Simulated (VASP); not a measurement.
A run of VASP 6.6.1 is set up as follows.

POSCAR

```
Sn                                      
1.0
   -2.9136479705      2.9136479705      1.5811266628
    2.9136479705     -2.9136479705      1.5811266628
    2.9136479705      2.9136479705     -1.5811266628
  Sn            
     2
Direct
     0.0000000000000000    0.0000000000000000    0.0000000000000000
     0.7500000000000000    0.2500000000000000    0.5000000000000000
```

File INCAR.step1:

```
ALGO = Normal
EDIFF = 1E-5
ENCUT = 520
GGA = PE
ISMEAR = 0
KPAR = 4
LASPH = True
LCHARG = False
LREAL = False
LWAVE = True
NELM = 80
PREC = Accurate
SIGMA = 0.03
```

The input INCAR.step2:

```
ALGO = Normal
EDIFF = 1E-6
EDIFFG = -0.01
ENCUT = 520
GGA = PE
HFSCREEN = 0.2
IBRION = 2
ISIF = 3
ISMEAR = 0
ISTART = 1
KPAR = 4
LASPH = True
LCHARG = False
LHFCALC = True
LREAL = False
LWAVE = False
NELM = 80
NSW = 25
PREC = Accurate
PRECFOCK = Fast
SIGMA = 0.03
```

The input KPOINTS:

```
k-points
0
Gamma
  6 6 6
```

Potentials or basis: VASP PAW PBE potentials, release 64 (Sn_d).

Launch:

```sh
$ cat potpaw_PBE.64/Sn_d/POTCAR > POTCAR
$ cp INCAR.step1 INCAR
$ mpirun -np 4 vasp_std > vasp.out
$ cp INCAR.step2 INCAR
$ mpirun -np 4 vasp_std > vasp.out
```

(1) What does it give for the space group after relaxing (to 0.05 Å)?

(2) Predict the band gap on the k mesh.

(3) What does it give for the relaxed volume?

Answers

(1) I4_1/amd (No. 141).

(2) none (metal or under the smearing width).

(3) 27.22 Å³/atom.

Caveat: the k mesh is coarse (spacing up to 0.38 Å⁻¹), so the values aren't converged, least of all with exact exchange; the PAW data sets were made with another functional, which shifts forces and pressure a little.
